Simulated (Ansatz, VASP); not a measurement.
# Ag in VASP and in Ansatz

```xyz
2
Lattice="2.9300 0.0000 0.0000 -1.4650 2.5375 0.0000 0.0000 0.0000 4.7900" Properties=species:S:1:pos:R:3 pbc="T T T"
Ag    0.0000    1.6916    1.1975
Ag    1.4650    0.8458    3.5925
```

This isn't the form of Ag at room conditions, which is fcc.

Alike in both runs: task single point; functional PBEsol; k mesh 9 × 9 × 5; occupations gaussian, width 0.15 eV; no spin polarisation.

|  | VASP | Ansatz |
| --- | --- | --- |
| version | VASP 6.6.1 | Ansatz 0.2.0 |
| potentials or method | VASP PAW PBE potentials, release 64 (Ag) | plane waves, PAW |
| plane-wave cutoff (eV) | 520 | 500 |
| valence electrons in the cell | 22 | 38 |

Ansatz gave:

| Property | Result |
| --- | --- |
| pressure (GPa) | -6.7 |
| largest component of the traceless stress (GPa) | 1.05 |

Q: Estimate VASP's values.

A: Pressure (GPa): -6.9; largest component of the traceless stress (GPa): 1.04.

The two sets of potentials don't hold the same shells in valence.

Caveats: the PAW data sets were made with another functional, which shifts forces and pressure a little (VASP).
